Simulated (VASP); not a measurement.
A run of VASP 6.6.1:

Contents of INCAR:

```
SYSTEM = HfN
PREC = Accurate
ENCUT = 600
EDIFF = 1E-7
ISMEAR = 1
SIGMA = 0.1
LREAL = .FALSE.
LASPH = .TRUE.
NELM = 80
ALGO = Normal
ISIF = 3
LWAVE = .FALSE.
LCHARG = .FALSE.
GGA = PS
IBRION = 2
NSW = 90
EDIFFG = -0.005
KPAR = 2
```

Contents of KPOINTS:

```
regular mesh
0
G
  14 14 14
  0 0 0
```

The input POSCAR:

```
HfN                                     
1.0
    0.0000000000      2.2449355949      2.2449355949
    2.2449355949      0.0000000000      2.2449355949
    2.2449355949      2.2449355949      0.0000000000
  Hf              N             
     1     1
Direct
     0.0000000000000000    0.0000000000000000    0.0000000000000000
     0.5000000000000000    0.5000000000000000    0.5000000000000000
```

Potentials or basis: VASP PAW PBE potentials, release 64 (Hf_pv, N).

The run is started by

```console
$ cat potpaw_PBE.64/Hf_pv/POTCAR potpaw_PBE.64/N/POTCAR > POTCAR
$ mpirun -np 2 vasp_std > vasp.out
```

Hardware: 2 MPI ranks on AMD EPYC 7R13 Processor (Zen 3) (shared host).

**Question.** How long does it take, and how much memory?

**Answer.** Run time: 19 s on 2 MPI ranks on AMD EPYC 7R13 Processor (Zen 3) (shared host), peak memory 0.15 GiB a rank. Counts: scf iterations 14, k points 104, ion steps 1.
